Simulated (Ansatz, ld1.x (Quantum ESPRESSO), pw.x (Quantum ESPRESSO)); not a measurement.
pw.x on fcc Cd: one setting changed

Potential: norm-conserving Troullier–Martins (Kleinman–Bylander form), ld1.x (Quantum ESPRESSO) 7.5, PBE; core [Kr], reference 4d10 5s2 5p0; waves: 5s (bound): rc 1.90 bohr; 4d (bound): rc 1.26 bohr; 4f channel at -0.2 Ry: rc 3.30 bohr; 5p (bound, empty): rc 3.40 bohr; local part: the p channel; core correction: a·sin(br)/r model core inside 1.45 bohr.

The reference run (k-mesh 13³, cutoffs 170/680 Ry, Fermi–Dirac 0.01 Ry, mixing_beta 0.4, conv_thr 1e-9, no spin) gives 0.34 GPa at 22.908 Å³/atom, where all-electron LAPW gives -0.07 GPa. This run, with its own iteration cap, changes ecutrho/ecutwfc to 3.

```
&control
  calculation='scf', prefix='x', pseudo_dir='./', outdir='./tmp', tstress=.true., disk_io='none'
/
&system
  ibrav=0, nat=1, ntyp=1, ecutwfc=170, ecutrho=510, nbnd=14,
  occupations='smearing', smearing='fd', degauss=0.01
/
&electrons
  conv_thr=1e-09, mixing_beta=0.4, electron_maxstep=60
/
ATOMIC_SPECIES
Cd 1.0 Cd.UPF
CELL_PARAMETERS angstrom
  0.00000000 2.25416512 2.25416512
  2.25416512 0.00000000 2.25416512
  2.25416512 2.25416512 0.00000000
ATOMIC_POSITIONS crystal
Cd 0.0000 0.0000 0.0000
K_POINTS automatic
13 13 13 0 0 0
```

```bash
pw.x < Cd.scf.in > Cd.scf.out
```

Q: How does the run end?

A: It converges in 6 iterations; the free energy moves by +0.1 meV/atom and the pressure by -0.01 GPa. Below 4 the density is truncated and F is no longer variational, so a small shift in one case is no licence.

```
Message from routine set_cutoff:
     ecutrho < 4*ecutwfc, are you sure?
     Message from routine setup:
     using ibrav=0 with symmetry is DISCOURAGED, use correct ibrav instead
     lattice parameter (alat)  =       6.0242  a.u.
     unit-cell volume          =     154.5908 (a.u.)^3
     number of electrons       =        12.00
     number of Kohn-Sham states=           14
     kinetic-energy cutoff     =     170.0000  Ry
     charge density cutoff     =     510.0000  Ry
     scf convergence threshold =      1.0E-09
     Exchange-correlation= PBE
     number of k points=    84  Fermi-Dirac smearing, width (Ry)=  0.0100
     iteration #  1     ecut=   170.00 Ry     beta= 0.40
     total energy              =     -98.00729950 Ry
     estimated scf accuracy    <       0.01280441 Ry
     iteration #  2     ecut=   170.00 Ry     beta= 0.40
     total energy              =     -98.00870771 Ry
     estimated scf accuracy    <       0.00123549 Ry
     iteration #  3     ecut=   170.00 Ry     beta= 0.40
     total energy              =     -98.00885735 Ry
     estimated scf accuracy    <       0.00019621 Ry
     iteration #  4     ecut=   170.00 Ry     beta= 0.40
     total energy              =     -98.00886520 Ry
     estimated scf accuracy    <       0.00000061 Ry
     iteration #  5     ecut=   170.00 Ry     beta= 0.40
     total energy              =     -98.00886533 Ry
     estimated scf accuracy    <       0.00000010 Ry
     iteration #  6     ecut=   170.00 Ry     beta= 0.40
     the Fermi energy is    10.7506 ev
!    total energy              =     -98.00886534 Ry
     estimated scf accuracy    <          5.6E-10 Ry
     smearing contrib. (-TS)   =      -0.00167829 Ry
     The total energy is F=E-TS. E is the sum of the following terms:
     one-electron contribution =     -21.73097595 Ry
     hartree contribution      =      21.60982834 Ry
     xc contribution           =     -20.39095081 Ry
     ewald contribution        =     -77.49508864 Ry
     convergence has been achieved in   6 iterations
          total   stress  (Ry/bohr**3)                   (kbar)     P=        3.33
     Message from routine punch:
     Nothing written, as per user request (disk_io='none')
```

The run took about 48 s on one core of a shared host (Neoverse-V2, 32 threads, 247 GiB, load 20).
